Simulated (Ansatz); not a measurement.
# CsSnI3: under pressure

An exercise on one series of results from a longer session: the logs are not shown, and one member is left open.

The COD cell was measured well above room temperature, so it is larger than a cold one.

Method: DFT PBEsol, scalar-relativistic, plane waves, PAW, in Ansatz 0.2.0.

1 further run of the same task is left out (set aside as unsound or not needed).

## The starting structure

The structure is cubic, space group Pm-3m (No. 221). Conventional cell: a = 6.134 Å, b = 6.134 Å, c = 6.134 Å, α = 90.00°, β = 90.00°, γ = 90.00°. Around Cs (site symmetry m-3m) lie 12 I at 4.34 Å. Sn (site symmetry m-3m) is surrounded by 6 I at 3.07 Å. Around I (site symmetry 4/mmm) lie 2 Sn at 3.07 Å and 4 Cs at 4.34 Å.

Structure file:

```cif
data_structure
_symmetry_space_group_name_H-M 'P 1'
_symmetry_Int_Tables_number 1
_cell_length_a 6.1341
_cell_length_b 6.1341
_cell_length_c 6.1341
_cell_angle_alpha 90.000
_cell_angle_beta 90.000
_cell_angle_gamma 90.000
_cell_volume 230.81
loop_
_atom_site_label
_atom_site_type_symbol
_atom_site_fract_x
_atom_site_fract_y
_atom_site_fract_z
_atom_site_occupancy
Cs1 Cs 0.00000 0.00000 0.00000 1
Sn1 Sn 0.50000 0.50000 0.50000 1
I1 I 0.00000 0.50000 0.50000 1
I2 I 0.50000 0.00000 0.50000 1
I3 I 0.50000 0.50000 0.00000 1
```

This cell was relaxed beforehand with the same method: volume 46.16 Å³/atom, gap on the mesh 0.11 eV.

The first run:

File input.yaml:

```yaml
crystal:
  lattice:
    - [6.1340713972, 0.0, 0.0]
    - [0.0, 6.1340713972, 0.0]
    - [0.0, 0.0, 6.1340713972]
  atoms:
    - { symbol: Cs, position: [0.0, 0.0, 0.0] }
    - { symbol: Sn, position: [0.5, 0.5, 0.5] }
    - { symbol: I, position: [0.0, 0.5, 0.5] }
    - { symbol: I, position: [0.5, 0.0, 0.5] }
    - { symbol: I, position: [0.5, 0.5, 0.0] }
basis:
  ecutwfc: 420
kpoints:
  mp_grid: { grid: [6, 6, 6] }
  band_path: { path: [VBM, CBM], npoints: 2 }
hamiltonian:
  xc: pbesol
scf:
  occupations: { method: gaussian, width: 0.01 }
output:
  forces: true
  stress: true
  eigenvalues: true
checkpoint:
  read: start.run
  write: ck
  compress: false
  write_wavefunctions: false
  write_every: 100000
```

Launch:

```bash
$ ansatz run input.yaml --threads 1 --pin off --max-ram 2560MiB --backend cpu --events-out ev --progress --plain --runs-dir out
```

Steps of the session up to this table: Seeking the band edges; Target pressure -1 GPa; Band edges over the zone at -1 GPa; Target pressure 1 GPa; Relaxing at 4 GPa; Target pressure 12 GPa; Target pressure 25 GPa; Target pressure 50 GPa; Relaxing at 90 GPa.

One of the session's tables, all rows but one given; the rest of the session is left out.

Lengths are those of the vectors of the cell that was run:

| P (GPa) | V (Å³/atom) | a (Å) | b (Å) | c (Å) | ΔH (eV/atom) |
| --- | --- | --- | --- | --- | --- |
| -1 | 49.11 | 6.262 | 6.262 | 6.262 | -0.297 |
| 0 | 46.16 | 6.134 | 6.134 | 6.134 | 0.000 |
| 1 | 43.83 | 6.029 | 6.029 | 6.029 | 0.281 |
| 4 | 39.68 | 5.832 | 5.832 | 5.832 | 1.060 |
| 12 | ? | ? | ? | ? | ? |
| 25 | 29.02 | 5.255 | 5.255 | 5.255 | 5.383 |
| 50 | 24.72 | 4.981 | 4.981 | 4.981 | 9.538 |
| 90 | 21.17 | 4.730 | 4.730 | 4.730 | 15.222 |

Estimate the missing values for P (GPa) = 12.

Worked estimate for «V (Å³/atom)». A straight line through the neighbours (4, 39.68) and (25, 29.02) gives 39.68 + (29.02 − 39.68) × (12 − 4) / (25 − 4) = 35.62; a parabola fitted to 4 rows on both sides gives 35.23.

**Answer.** V (Å³/atom): 33.69; a (Å): 5.523; b (Å): 5.523; c (Å): 5.523; ΔH (eV/atom): 2.871. In «V (Å³/atom)» the line misses by +1.93 and the parabola by +1.54.

ΔH is E + PV over the energy at zero pressure; a, b and c are the vectors of the computed cell.

Limits of these values: Other structures may take over in this range; these runs cannot find them.
